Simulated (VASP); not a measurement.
Input of a VASP 6.6.1 run:

The input INCAR:

```
SYSTEM = FeSi2
PREC     = Accurate       ! precision mode
ENCUT    = 520            ! plane-wave cutoff, eV
EDIFF    = 1E-6           ! SCF threshold, eV
ISMEAR   = 0              ! smearing method
SIGMA    = 0.02           ! smearing width, eV
LREAL    = .FALSE.        ! projectors in reciprocal space
LASPH    = .TRUE.         ! aspherical terms in the spheres
NELM     = 100            ! most SCF steps
ALGO     = Fast           ! electronic algorithm
ISIF     = 2              ! what is computed and relaxed
LWAVE    = .FALSE.        ! write WAVECAR
LCHARG   = .FALSE.        ! write CHGCAR
ISPIN    = 2              ! spin polarisation
MAGMOM   = 3 0 0          ! initial moments
LORBIT   = 11             ! projections on sites
LMAXMIX  = 4              ! l up to which the mixer works
GGA      = PS             ! functional
ICORELEVEL= 1
```

KPOINTS

```
regular mesh
0
G
  10 10 5
  0 0 0
```

The input POSCAR:

```
FeSi2
1.0
    2.6840000000      0.0000000000      0.0000000000
    0.0000000000      2.6840000000      0.0000000000
    0.0000000000      0.0000000000      5.1280000000
Fe Si
1 2
Direct
    0.0000000000      0.0000000000      0.0000000000
    0.5000000000      0.5000000000      0.7300000000
    0.5000000000      0.5000000000      0.2700000000
```

Potentials or basis: VASP PAW PBE potentials, release 64 (Fe, Si).

Launch:

```sh
$ cat potpaw_PBE.64/Fe/POTCAR potpaw_PBE.64/Si/POTCAR > POTCAR
$ mpirun -np 1 vasp_std > vasp.out
```

Q: Estimate the pressure.

A: -1.2 GPa.

Q: Predict the band gap on the k mesh.

A: None (metal or under the smearing width).

Q: What does it give for the net moment?

A: 0.10 μB per cell.

Q: Estimate the largest force.

A: 0.276 eV/Å.

Stress tensor (GPa, compression positive):
```
-0.60  0.00  0.00
 0.00 -0.60  0.00
 0.00  0.00 -2.30
```

Caveat: the PAW data sets were made with another functional, which shifts forces and pressure a little.
